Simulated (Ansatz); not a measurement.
Response of ZnCu to small distortions

```
Zn Cu
1.0
     2.94500    0.00000    0.00000
     0.00000    2.94500    0.00000
     0.00000    0.00000    2.94500
Zn Cu
1 1
Direct
  0.50000 0.50000 0.50000
  0.00000 0.00000 0.00000
```

Atoms are numbered in the order listed.

The cell is COD entry 9008814, as deposited and not checked against the literature; nothing was relaxed.

These are results of DFT, PBE, all-electron LAPW, scalar-relativistic in Ansatz 0.2.0, not measurements.

Settings: a Γ-centred 14×14×14 k mesh, Fermi–Dirac smearing of 0.08 eV, basis error target 0.25 meV/atom, no spin polarisation.

The unchanged cell is at 2.26 GPa.

In a metal, stresses and small energies carry noise from the k mesh.

x, y and z are the Cartesian axes of the cell as listed; fractional coordinates follow a strain, and an engineering shear is twice the off-diagonal strain component.

(1) One change gave: energy change +2 meV/atom; stress change (xx, yy, zz, yz, xz, xy) 0.05, 0.05, 0.09, 0.00, 0.00, 1.93 GPa, compression positive. Which change was it?
A. atom 1 (Zn) moved by (0.0849, 0.0849, 0.0000) Å
B. xy engineering shear strain of -2 %
C. z strained by +1.5 % at fixed volume

Results:

(1) B. For z strained by +1.5 % at fixed volume: energy change under 1 meV/atom; stress change (xx, yy, zz, yz, xz, xy) 0.19, 0.19, -0.30, 0.00, 0.00, 0.00 GPa, compression positive. For atom 1 (Zn) moved by (0.0849, 0.0849, 0.0000) Å: energy change +18 meV/atom; stress change (xx, yy, zz, yz, xz, xy) 0.67, 0.67, 1.10, 0.00, 0.00, 0.81 GPa, compression positive; change of the force on Zn1 (-0.422, -0.422, 0.000) eV/Å.
